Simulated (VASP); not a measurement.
A run of VASP 6.6.1 is set up as follows.

INCAR

```
SYSTEM = Te2Mo
ALGO = Fast ; EDIFF = 1E-6
EDIFFG = -0.02 ; ENCUT = 600
GGA = PS ; IBRION = 2
ISIF = 3 ; ISMEAR = -1
IVDW = 12 ; LASPH = .TRUE.
LCHARG = .FALSE. ; LREAL = .FALSE.
LWAVE = .FALSE. ; NELM = 100
NSW = 40 ; PREC = Accurate
SIGMA = 0.05
```

KPOINTS

```
k-points
0
G
  9 9 2
  0 0 0
```

Contents of POSCAR:

```
Te2Mo
1.0
    3.5182000000      0.0000000000      0.0000000000
   -1.7591000000      3.0468505756      0.0000000000
    0.0000000000      0.0000000000     13.9736000000
Te Mo
4 2
Direct
    0.6666666667      0.3333333333      0.3790000000
    0.3333333333      0.6666666667      0.8790000000
    0.6666666667      0.3333333333      0.1210000000
    0.3333333333      0.6666666667      0.6210000000
    0.6666666667      0.3333333333      0.7500000000
    0.3333333333      0.6666666667      0.2500000000
```

Potentials or basis: VASP PAW PBE potentials, release 64 (Te, Mo_sv).

The run is started by

```bash
$ cat potpaw_PBE.64/Te/POTCAR potpaw_PBE.64/Mo_sv/POTCAR > POTCAR
$ mpirun -np 1 vasp_std > vasp.out
```

Problem. What does it give for the space group after relaxing (to 0.05 Å)?

Solution. P6_3/mmc (No. 194).

Problem. Estimate the band gap on the k mesh.

Solution. 0.42 eV, indirect (least direct gap 0.79 eV).

Problem. What does it give for the relaxed cell?

Solution. a = 3.436 Å, b = 3.436 Å, c = 13.331 Å, α = 90.00°, β = 90.00°, γ = 120.00°.

Problem. What does it give for the dispersion energy per atom?

Solution. -0.567 eV.

The path:
```csv
step,energy change (eV),largest force (eV/Å),pressure (GPa),volume (Å³)
1,0.0000,0.0467,-4.38,149.79
2,0.0922,1.5378,7.59,135.48
3,-0.0895,0.5594,-0.06,143.64
4,-0.1345,0.3074,-0.10,141.42
5,-0.1417,0.1570,-0.08,140.09
6,-0.1672,0.1253,-0.05,138.86
7,-0.1978,0.0175,0.38,135.78
8,-0.1943,0.1400,-1.07,137.32
9,-0.1983,0.0226,-0.03,136.17
10,-0.1984,0.0095,0.01,136.28
```

Caveat: the PAW data sets were made with another functional, which shifts forces and pressure a little; spin-orbit coupling is left out, which moves the levels of the heavy elements; an odd mesh through Γ misses points on the zone boundary, where band edges often lie.
